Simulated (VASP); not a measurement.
Computed with PBE GGA, VASP's PBE PAW potentials (set 64) (plane waves; VASP 6.6.1).

VASP input:

POSCAR:
```
NaBr
1
    0.0000000000     3.0090669175     3.0090669175
    3.0090669175     0.0000000000     3.0090669175
    3.0090669175     3.0090669175     0.0000000000
Na Br
1 1
Direct
  0.0000000000   0.0000000000   0.0000000000
  0.5000000000   0.5000000000   0.5000000000
```

**INCAR**
```
! general
SYSTEM   =  NaBr
PREC     =  Accurate
ENCUT    =  400   ! plane-wave cut-off (eV)
LREAL    =  .FALSE.   ! projection in real space or not
LASPH    =  .TRUE.
ICHARG   =  11

! electronic loop
EDIFF    =  1E-7   ! SCF stop (eV)
NELM     =  100
ALGO     =  Normal
LMAXMIX  =  4

! smearing
ISMEAR   =  0   ! Gaussian
SIGMA    =  0.05   ! width (eV)

! functional
GGA      =  PE   ! PBE

! output
LWAVE    =  .FALSE.
LCHARG   =  .FALSE.
LORBIT   =  11   ! lm-projected
```

**KPOINTS**
```
k-points along high-symmetry lines
15
Line-mode
Reciprocal
  0.000000   0.000000   0.000000 ! GAMMA
  0.500000   0.000000   0.500000 ! X

  0.500000   0.000000   0.500000 ! X
  0.625000   0.250000   0.625000 ! U

  0.375000   0.375000   0.750000 ! K
  0.000000   0.000000   0.000000 ! GAMMA

  0.000000   0.000000   0.000000 ! GAMMA
  0.500000   0.500000   0.500000 ! L

  0.500000   0.500000   0.500000 ! L
  0.500000   0.250000   0.750000 ! W

  0.500000   0.250000   0.750000 ! W
  0.500000   0.000000   0.500000 ! X
```

POTCAR, in this order: Na_pv Br (PBE.64 set). Program: vasp_std. Read from the step before: CHGCAR.

Output of the run:

OUTCAR:
```
 ion  position               nearest neighbor table
   1  0.000  0.000  0.000-
   2  0.500  0.500  0.500-
  LATTYP: Found a face centered cubic cell.
 ALAT       =     6.0181338350
 Subroutine PRICEL returns:
 Original cell was already a primitive cell.
 Subroutine GETGRP returns: Found 48 space group operations
The static configuration has the point symmetry O_h .
The dynamic configuration has the point symmetry O_h .
 Subroutine INISYM returns: Found 48 space group operations
   k-points           NKPTS =     90   k-points in BZ     NKDIM =     90   number of bands    NBANDS=     11
   number of dos      NEDOS =    301   number of ions     NIONS =      2
   total plane-waves  NPLWV =  21952
   dimension x,y,z NGX =    28 NGY =   28 NGZ =   28
   dimension x,y,z NGXF=    56 NGYF=   56 NGZF=   56
   ions per type =               1   1
   PREC   = accura    normal or accurate (medium, high low for compatibility)
   ISTART =      0    job   : 0-new  1-cont  2-samecut
   ICHARG =     11    charge: 1-file 2-atom 10-const
   ISPIN  =      1    spin polarized calculation?
   LNONCOLLINEAR =      F non collinear calculations
   LSORBIT =      F    spin-orbit coupling
   INIWAV =      1    electr: 0-lowe 1-rand  2-diag
   ENCUT  =  400.0 eV  29.40 Ry    5.42 a.u.   6.94  6.94  6.94*2*pi/ulx,y,z
...
```

### OSZICAR
```
       N       E                     dE             d eps       ncg     rms          rms(c)
DAV:   1     0.800488099596E+02    0.80049E+02   -0.63849E+03  2005   0.991E+02
DAV:   2     0.928069775239E+00   -0.79121E+02   -0.74439E+02  2203   0.236E+02
DAV:   3    -0.558877981243E+01   -0.65168E+01   -0.64844E+01  2397   0.705E+01
DAV:   4    -0.571176797580E+01   -0.12299E+00   -0.12289E+00  2202   0.109E+01
DAV:   5    -0.571359086937E+01   -0.18229E-02   -0.18228E-02  2343   0.131E+00
DAV:   6    -0.571363164132E+01   -0.40772E-04   -0.40772E-04  2263   0.216E-01
DAV:   7    -0.571363290540E+01   -0.12641E-05   -0.12641E-05  2365   0.359E-02
DAV:   8    -0.571363295108E+01   -0.45684E-07   -0.45706E-07  2216   0.711E-03
   1 F= -.57136330E+01 E0= -.57136330E+01  d E =-.137809E-10
```

**OUTCAR**
```
 val. band max:       -0.8713496020   @ k =   0.0000   0.0000   0.0000

 cond. band min:       3.2167410806   @ k =   0.0000   0.0000   0.0000



 k-point     1 :       0.0000    0.0000    0.0000
  band No.  band energies     occupation
      1     -22.4693      2.00000
      2     -22.4693      2.00000
      3     -22.4693      2.00000
      4     -13.6213      2.00000
      5      -0.8713      2.00000
      6      -0.8713      2.00000
      7      -0.8713      2.00000
      8       3.2167      0.00000
      9       8.9441      0.00000
     10       8.9441      0.00000
     11       8.9441      0.00000

 k-point     2 :       0.0357    0.0000    0.0357
  band No.  band energies     occupation
      1     -22.4694      2.00000
      2     -22.4693      2.00000
      3     -22.4693      2.00000
      4     -13.6172      2.00000
      5      -0.9135      2.00000
      6      -0.8806      2.00000
      7      -0.8806      2.00000
      8       3.2819      0.00000
      9       8.8557      0.00000
     10       8.9733      0.00000
     11       8.9733      0.00000

 k-point     3 :       0.0714    0.0000    0.0714
  band No.  band energies     occupation
      1     -22.4699      2.00000
      2     -22.4694      2.00000
      3     -22.4694      2.00000
      4     -13.6051      2.00000
      5      -1.0308      2.00000
      6      -0.9076      2.00000
      7      -0.9076      2.00000
      8       3.4674      0.00000
      9       8.6273      0.00000
     10       9.0598      0.00000
     11       9.0598      0.00000

 k-point     4 :       0.1071    0.0000    0.1071
  band No.  band energies     occupation
      1     -22.4708      2.00000
      2     -22.4697      2.00000
      3     -22.4697      2.00000
      4     -13.5856      2.00000
      5      -1.2011      2.00000
      6      -0.9505      2.00000
      7      -0.9505      2.00000
      8       3.7480      0.00000
      9       8.3258      0.00000
     10       9.2007      0.00000
...
```

The density is held fixed in this step, so its total energy and stress have no physical meaning.

The compound is NaBr in the rock salt structure. It was relaxed first.
